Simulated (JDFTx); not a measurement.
Runs of JDFTx 1.7.0 (patched build) on Ta. It takes space group Im-3m (No. 229, cubic). Conventional cell: a = 3.303 Å, b = 3.303 Å, c = 3.303 Å, α = 90.00°, β = 90.00°, γ = 90.00°. Ta (site symmetry m-3m) is surrounded by 8 Ta at 2.86 Å. 

| task | level | potentials or basis | cell | local potential set to -Z/r beyond | SCF threshold on the energy | pseudo rcut | further solve for the empty bands | gap on the mesh (eV) | pressure (GPa) | V0 of scaled cells (Å³/atom) | B0 (GPa) |
| --- | --- | --- | --- | --- | --- | --- | --- | --- | --- | --- | --- |
| equation of state | PBEsol | PseudoDojo-SR-PBEsol-0.4.1-standard with smoothed tails | as given | 6 bohr | 1e-09 Ha | 6 | - | - | - | 17.64 | 212 |
| single point | PBE | PseudoDojo-SR-PBE-0.5-standard | as given | - | 1e-08 Ha | - | yes | none | 2.5 | - | - |
| equation of state | PBE | PseudoDojo-SR-PBE-0.5-standard | as given | - | 1e-08 Ha | - | - | - | - | (b) | 195 |
| relaxation of cell and atoms | LDA | PseudoDojo-SR-LDA-0.4.1-standard | relaxed | - | 1e-10 Ha | - | no | none | 0.0 | - | - |
| equation of state | LDA | PseudoDojo-SR-LDA-0.4.1-standard with smoothed tails | as given | 6 bohr | 1e-09 Ha | 6 | - | - | - | 17.09 | (a) |

Alike in all rows: no spin polarisation; k mesh 11 × 11 × 11; cutoff (eV) 789; smearing fermi-dirac 0.05 eV.

**Question.** Fill in the values left out.

**Answer.** (a) 229; (b) 18.24.

A k mesh can miss the band edges, and the runs leave out spin-orbit coupling on Ta.

A gap of «none» marks a metal or a gap under the smearing width.

Not every run made on this cell is shown here.
